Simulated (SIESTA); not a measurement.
**Na in SIESTA: convergence with real-space mesh cutoff**

The system is Na, a slab with vacuum.

```
Na
1.0
     3.76700    0.00000    0.00000
    -1.88350    3.26232    0.00000
     0.00000    0.00000   27.30800
Na
5
Direct
  0.66667 0.33333 0.27464
  0.33333 0.66667 0.38732
  0.66667 0.33333 0.50000
  0.33333 0.66667 0.61268
  0.66667 0.33333 0.72536
```

The slab is cut from a database's or a generator's crystal, which needn't be the stable form of the element.

- Program: SIESTA 5.4.2
- Task: single point
- Functional: PBE
- Potentials or basis: PseudoDojo 0.4 standard (PBE files)
- Basis: DZP (energy shift 0.003 Ry; two zetas on semicore shells)
- Grid cutoff: 100 Ry
- Energy shift: 0.003 Ry
- k mesh: 6 × 6 × 1
- Occupations: fermi-dirac, width 0.05 eV
- Spin: no spin polarisation

These are the settings of the first run; the series varies real-space mesh cutoff, with any setting tied to it.

Hardware: 1 thread of Arm Neoverse V2 (shared host).

| real-space mesh cutoff | energy less the tightest run, at zero smearing (meV/atom) | largest force (eV/Å) | SCF cycles | CPU time (s) | peak memory (GiB) |
| --- | --- | --- | --- | --- | --- |
| 100 Ry | -111.11 | 0.155 | 10 | 3.2 | 0.14 |
| 150 Ry | -16.90 | 0.041 | 10 | 7.2 | 0.18 |
| 200 Ry | -15.78 | 0.096 | 10 | 7.8 | 0.18 |
| 300 Ry | -5.38 | 0.014 | 10 | 13 | 0.22 |
| 400 Ry | -2.08 | 0.045 | 10 | 19 | 0.28 |
| 500 Ry | -1.01 | 0.038 | 10 | 28 | 0.37 |
| 700 Ry | -0.45 | 0.046 | 10 | 42 | 0.48 |
| 900 Ry | -0.19 | 0.038 | 10 | 57 | 0.62 |
| 1200 Ry | 0.00 | 0.040 | 10 | 93 | 0.94 |

Against the tightest run, the energy stays within 1 meV/atom from 700 Ry on; the largest force stays within 0.005 eV/Å from 900 Ry on. Values are those asked for, which the program may round to a finer grid. The tightest run that finished is the yardstick and may itself not be fully converged.
